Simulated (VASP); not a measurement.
A run of VASP 6.6.1:

Contents of INCAR:

```
SYSTEM = Si
PREC = Accurate
ENCUT = 520
EDIFF = 1E-7
ISMEAR = -1
SIGMA = 0.05
LREAL = .FALSE.
LASPH = .TRUE.
NELM = 60
ALGO = Normal
ISIF = 2
LWAVE = .FALSE.
LCHARG = .FALSE.
GGA = PE
NBANDS = 16
```

Contents of KPOINTS:

```
regular mesh
0
G
  8 8 8
  0 0 0
```

File POSCAR:

```
Si
1.0
   -3.3254442900      3.3254442900      1.9223856600
    3.3254442900     -3.3254442900      1.9223856600
    3.3254442900      3.3254442900     -1.9223856600
Si
4
Direct
    0.8190300000      0.1738030000      0.0024090000
    0.1562190000      0.8141710000     -0.0042460000
    0.8314960000      0.8305840000      0.6555700000
    0.1839500000      0.1903930000      0.3560930000
```

Potentials or basis: VASP PAW PBE potentials, release 64 (Si).

The run is started by

```console
$ cat potpaw_PBE.64/Si/POTCAR > POTCAR
$ mpirun -np 1 vasp_std > vasp.out
```

Hardware: 1 thread of Intel(R) Xeon(R) 6975P-C (Granite Rapids), with other jobs on the host.

How long does it take, and how much memory?

It took 2.7 min on 1 thread of Intel(R) Xeon(R) 6975P-C (Granite Rapids) (shared host), peak memory 0.4 GiB. Counts: scf iterations 15, k points 260.
